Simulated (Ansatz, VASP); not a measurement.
One calculation of BN, two programs

The input INCAR:

```
PREC = Accurate
ENCUT = 520
EDIFF = 1E-6
ISMEAR = 0
SIGMA = 0.05
LREAL = False
LASPH = True
NELM = 100
ALGO = Normal
ISIF = 2
LWAVE = False
LCHARG = False
GGA = PE
IVDW = 12
NBANDS = 16
```

File KPOINTS:

```
regular mesh
0
Gamma
  12 12 4
```

File POSCAR:

```
BN
1.0
    2.5061233057      0.0000000000      0.0000000000
   -1.2530616528      2.1703664477      0.0000000000
    0.0000000000      0.0000000000      6.5973571420
B N
2 2
Direct
    0.0000000000      0.0000000000      0.5000000000
    0.3333333333      0.6666666667      0.0000000000
    0.0000000000      0.0000000000      0.0000000000
    0.6666666667      0.3333333333      0.5000000000
```

Input for Ansatz:

```yaml
crystal:
  lattice:
    - [2.5061233057, 0.0, 0.0]
    - [-1.2530616528, 2.1703664477, 0.0]
    - [0.0, 0.0, 6.597357142]
  atoms:
    - { symbol: B, position: [0.0, 0.0, 0.5] }
    - { symbol: B, position: [0.3333333333, 0.6666666667, 0.0] }
    - { symbol: "N", position: [0.0, 0.0, 0.0] }
    - { symbol: "N", position: [0.6666666667, 0.3333333333, 0.5] }
basis:
  ecutwfc: 420
kpoints:
  mp_grid: { grid: [12, 12, 4] }
hamiltonian:
  xc: pbe
  dispersion: d3bj
scf:
  occupations: { method: gaussian, width: 0.05 }
output:
  forces: true
  stress: true
  eigenvalues: true
```

Measurements of this composition are mostly on another form, of space group No. 194.

Alike in both runs: task single point; functional PBE; dispersion D3(BJ); k mesh 12 × 12 × 4; occupations gaussian, width 0.05 eV; no spin polarisation.

```csv
,VASP,Ansatz
version,VASP 6.6.1,Ansatz 0.2.0
potentials or method,"VASP PAW PBE potentials, release 64 (B, N)","scalar-relativistic, plane waves, PAW"
plane-wave cutoff (eV),520,420
valence electrons in the cell,16,16
```

Ansatz gave:

| Item | Value |
| --- | --- |
| gap on the k mesh at the Fermi level (eV) | 4.36 |
| least direct gap on the mesh (eV) | 4.47 |
| pressure (GPa) | 0.0 |
| largest component of the traceless stress (GPa) | 0.02 |

Q: Estimate VASP's values.

A: gap on the k mesh at the Fermi level (eV): 4.35; least direct gap on the mesh (eV): 4.47; pressure (GPa): 0.1; largest component of the traceless stress (GPa): 0.22.

A k mesh can miss the band edges. As with any semilocal functional, this PBE gap is likely too small.
